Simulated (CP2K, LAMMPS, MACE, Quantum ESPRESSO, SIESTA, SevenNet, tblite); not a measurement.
# Bulk modulus two ways: Al2O3 with crystalline order left by the classical run (125 atoms), QE, PBE

The cell holds 125 atoms (50 Al and 75 O). Recipe: 125 atoms (50 Al, 75 O) placed at random at 3.05 g/cm³, melted at 4500 K for 20 ps at fixed volume with the Morse and Coulomb pair potential with partial charges (Pedone, Malavasi, Menziani, Cormack and Segre, J. Phys. Chem. B 110, 11780 (2006)). Quenched from 4500 K to 300 K at 10 K/ps and fixed volume, held 5 ps. Then the atoms were relaxed with SevenNet 0 in the fixed cell.

Calculated with Quantum ESPRESSO 7.5: PBE; plane waves, SSSP efficiency, 60/480 Ry; k-points Γ. The cell is scaled evenly by ±3 % in volume, and SevenNet 0 relaxes the atoms at each volume before the single point.

```
volume (Å³/atom)  energy less the middle row's (meV/atom)  pressure (GPa)
          10.769                                   -4.067          -0.127
          11.102                                    0.000          -3.667
          11.435                                   10.946          -6.795
```

Task: Find the bulk modulus at the middle volume from the pressures and from the energies, and check the printed pressure against the slope of the energy (1 meV/Å³ = 0.16022 GPa).

Worked:

The step is h = 0.3331 Å³. From pressures: B = −V dP/dV = 11.102 × (-0.127 − (-6.795)) / (2 × 0.3331) = 111 GPa.

From energies: B = V d²E/dV² = 11.102 × (-4.067 + (10.946)) / 0.3331² = 688.4 meV/Å³ = 110 GPa.

Slope: P = −dE/dV = −(10.946 − (-4.067)) / (2 × 0.3331) = -22.5 meV/Å³ = -3.61 GPa, against -3.67 GPa printed.

The two moduli agree within 1 %.

A central difference over ±3 % overstates P by about B(1 + B′)(0.03)²/6, some 0.08 GPa for B′ = 4. The atoms follow SevenNet 0, so this level's forces do work along the path, which enters the energies but not the printed pressures.

Limits: three points, a static cell at zero temperature, the cell shape held; the modulus is that at -3.7 GPa, not at zero pressure.

[Logs are printed without paths, hosts, clocks, repeated set-up lines and the standing remarks that a program may print on its own settings, such as how far it seeks lower states.]

[Hosts, paths, dates, database ids (printed as entryN), source tags and the programs' standing remarks are cut or masked in the printed files.]
